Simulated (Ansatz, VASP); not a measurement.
## GaSi63H (Ga-H pair in Si) in two plane-wave programs

Wanted: the spread between two codes on one cell, functional and k mesh. The cell is taken from a series of runs on this material, whose earlier steps may have relaxed, scaled, displaced or heated it; both programs get it as it stands.

Main program and level: Ansatz 0.2.0; plane waves, with VASP 6.6.1 beside it; HSE06.

## 1. Starting point

The cell holds 65 atoms: 63 Si, 1 Ga and 1 H. Cell: a = 10.940 Å, b = 10.940 Å, c = 10.940 Å, α = 90.0°, β = 90.0°, γ = 90.0°. It derives from Si (Si (Fd-3m)). Nearest the centre at fractional (0.346, 0.346, 0.346): H65 at 1.04 Å, Ga64 at 1.06 Å, Si4 at 2.15 Å, Si41 at 2.73 Å, Si26 at 2.73 Å, Si48 at 2.73 Å, Si7 at 3.48 Å, Si5 at 3.51 Å.

## 2. VASP: single point, HSE06

With cell and atoms fixed, the geometry can't cause a difference; cores, projectors, grids and the points listed under the comparison can.

Lines of VASP's logs that name or quote its potential files are left out, and so is its time.

The run reads the wave functions of an earlier VASP run, which isn't shown here.

INCAR

```
SYSTEM = GaSi63H
PREC = Accurate
ENCUT = 400
EDIFF = 1E-06
NELM = 100
ISMEAR = -1
SIGMA = 0.01
LREAL = Auto
ALGO = Normal
LHFCALC = .TRUE.
AEXX = 0.25
GGA = PE
HFSCREEN = 0.208
LASPH = .TRUE.
NBANDS = 178
PRECFOCK = Fast
LORBIT = 11
LWAVE = .FALSE.
LCHARG = .FALSE.
ISIF = 2
```

POSCAR

```
GaSi63H
1.0
   10.9395664856      0.0000000000      0.0000000000
    0.0000000000     10.9395664856      0.0000000000
    0.0000000000      0.0000000000     10.9395664856
Si Ga H
63 1 1
Direct
    0.9972950355      0.9972334244      0.2489342264
    0.9970588929      0.2491283271      0.9967160435
    0.2497700019      0.9990464462      0.9987503723
    0.2313131573      0.2333335933      0.2328249990
    0.1195583843      0.1196266953      0.3758066869
    0.1192738917      0.3759722219      0.1190161689
    0.3770206454      0.1219019646      0.1215831715
    0.0001183670      0.9999256523      0.7493854889
    0.9998114651      0.2508183093      0.4998873048
    0.2505985468      0.9995718674      0.4998098238
    0.2502559922      0.2502269454      0.7494896367
    0.1250906128      0.1249346087      0.8740226005
    0.1246179902      0.3758336756      0.6257349093
    0.3754692478      0.1239265026      0.6260370456
    0.3752014199      0.3752517865      0.8742486776
    0.9998089444      0.5001082720      0.2504442337
    0.0001379541      0.7497271415      0.9996721807
    0.2505552280      0.5000560813      0.9992815177
    0.2502673447      0.7497629413      0.2499601036
    0.1246370546      0.6259361693      0.3754932343
    0.1251326351      0.8743658231      0.1247002112
    0.3754669335      0.6261994297      0.1237487987
    0.3752106899      0.8745488262      0.3749610326
    0.9996850853      0.4999035309      0.7499754386
    0.9996949918      0.7501901136      0.4995694611
    0.2463927496      0.5074576555      0.5072022512
    0.2501363896      0.7527441418      0.7524077733
    0.1251277426      0.6251375543      0.8746670556
    0.1250921744      0.8749384323      0.6247786772
    0.3744920530      0.6291634717      0.6288635904
    0.3756235125      0.8759036285      0.8756677950
    0.5005342481      0.9996845561      0.2509044327
    0.5005528926      0.2512348296      0.9994064264
    0.7494188063      0.9998549154      0.9995739373
    0.7498885315      0.2501727299      0.2498927535
    0.6268951919      0.1237994789      0.3755761455
    0.6268761129      0.3759120924      0.1235812314
    0.8740245961      0.1247531354      0.1244953554
    0.8746595847      0.3751391697      0.3748343563
    0.4998703855      0.9995252688      0.7503791903
    0.5069333473      0.2445636534      0.5064511833
    0.7511376415      0.9994615051      0.4999667570
    0.7516049913      0.2504105694      0.7514944190
    0.6250120270      0.1252087124      0.8746898948
    0.6279262879      0.3742083984      0.6276487045
    0.8752320338      0.1254275194      0.6251161337
    0.8748944279      0.3758330124      0.8742895683
    0.5070215666      0.5067715459      0.2444999400
    0.4998256062      0.7505503170      0.9992748146
    0.7511014021      0.5002740063      0.9991818476
    0.7517141369      0.7519392551      0.2500730512
    0.6280635150      0.6280970326      0.3739264825
    0.6249678059      0.8749734294      0.1248691913
    0.8752392496      0.6254248803      0.1251283000
    0.8750524505      0.8746856847      0.3755296130
    0.5004020986      0.5004231317      0.7498108498
    0.5004312317      0.7501405203      0.5001488431
    0.7499375858      0.5001963612      0.4998840883
    0.7501401952      0.7500840522      0.7497963434
    0.6252503878      0.6251648170      0.8749437270
    0.6252743696      0.8752585990      0.6249032171
    0.8750815019      0.6250166826      0.6247458213
    0.8751290121      0.8750803917      0.8747873563
    0.4024144639      0.4012696175      0.4011292176
    0.2791097755      0.2986985975      0.2963082268
```

KPOINTS

```
Automatic mesh
0
Gamma
1 1 1
0 0 0
```

Potentials, in the order of the species: Si, Ga_d and H (PBE family, release 64).

Run with:

```sh
$ export OMP_NUM_THREADS=3
$ mpirun -np 1 vasp_gam
```

Numbers of over 12 decimals in the logs are rounded to 6 here.

What it wrote:

```text
[banner, memory and clock lines left out]
running    1 mpi-ranks, on    1 nodes
[...]
Offloading initialized ...    1 GPUs detected
[...]
LDA part: xc-table for (Slater+PW92), standard interpolation
 found WAVECAR, reading the header
 POSCAR, INCAR and KPOINTS ok, starting setup
[...]
reading WAVECAR
 the WAVECAR file was read successfully
 initial charge from wavefunction
 entering main loop
       N       E                     dE             d eps       ncg     rms          rms(c)
DAV:   1    -0.393736275142E+03   -0.39374E+03   -0.12918E+01   400   0.853E+00    0.195E+01
DAV:   2    -0.393832267888E+03   -0.95993E-01   -0.44893E-01   504   0.179E+00    0.127E+01
DAV:   3    -0.393819365454E+03    0.12902E-01   -0.24772E-02   488   0.346E-01    0.752E+00
DAV:   4    -0.393813295843E+03    0.60696E-02   -0.28409E-03   432   0.125E-01    0.435E+00
[...]
DAV:   9    -0.393810052563E+03    0.21428E-04   -0.10368E-05   414   0.625E-03    0.257E-01
DAV:  10    -0.393810048213E+03    0.43507E-05   -0.31929E-06   288   0.354E-03    0.147E-01
DAV:  11    -0.393810048378E+03   -0.16576E-06   -0.13264E-06   214   0.247E-03
   1 F= -.39381005E+03 E0= -.39381005E+03  d E =-.459797E-13
```

From OUTCAR (step 2):

```text
  Total        0.7890633      3.1193425      2.8253144      5.5569976      6.4826154      5.4801694
  in kB        0.9656552      3.8174495      3.4576181      6.8006505      7.9334210      6.7066282
  external PRESSURE =       2.7469076 kB  Pullay stress =       0.0000000 kB

 POSITION                                       TOTAL-FORCE (eV/Angst)
 -----------------------------------------------------------------------------------
     10.90998     10.90930      2.72323        -0.024073     -0.026240      0.086634
     10.90739      2.72536     10.90364        -0.024800      0.089163     -0.026308
      2.73238     10.92914     10.92590         0.064470     -0.019348     -0.018855
      2.53047      2.55257      2.54700        -6.558564     -8.815354     -8.573478
      1.30792      1.30866      4.11116        -0.075870     -0.083412     -0.110351
      1.30480      4.11297      1.30199        -0.082452     -0.113473     -0.090828
      4.12444      1.33355      1.33007        -0.077069     -0.016964     -0.018716
      0.00129     10.93875      8.19795         0.003387      0.000907      0.011219
     10.93750      2.74384      5.46855         0.006634     -0.008598     -0.014553
      2.74144     10.93488      5.46770        -0.010603      0.004249     -0.012852
      2.73769      2.73737      8.19909         0.001677      0.001368      0.000722
      1.36844      1.36673      9.56143        -0.006529     -0.002988      0.011788
      1.36327      4.11146      6.84527        -0.010789     -0.008496      0.008988
      4.10747      1.35570      6.84857        -0.005683     -0.009426      0.007027
[...]
-----------------------------------------------------------------------------------
    total drift:                               -0.022471      0.062803      0.087447

  FREE ENERGIE OF THE ION-ELECTRON SYSTEM (eV)
  ---------------------------------------------------
  free  energy   TOTEN  =      -393.8100483783 eV

  energy  without entropy=     -393.8100483783  energy(sigma->0) =     -393.81004838

[... 2 further parts left out ...]
```

The run ends at a pressure of 0.27 GPa, with forces up to 15 eV/Å.

(Part 1 of 2 ends here.)

[Lines on the potential files, build, host, timing and source positions are cut from VASP's logs without a mark.]

[Logs are printed without paths, hosts, clocks, repeated set-up lines and the standing remarks that a program may print on its own settings, such as how far it seeks lower states.]

[Hosts, paths, dates, database ids (printed as entryN), source tags and the programs' standing remarks are cut or masked in the printed files.]
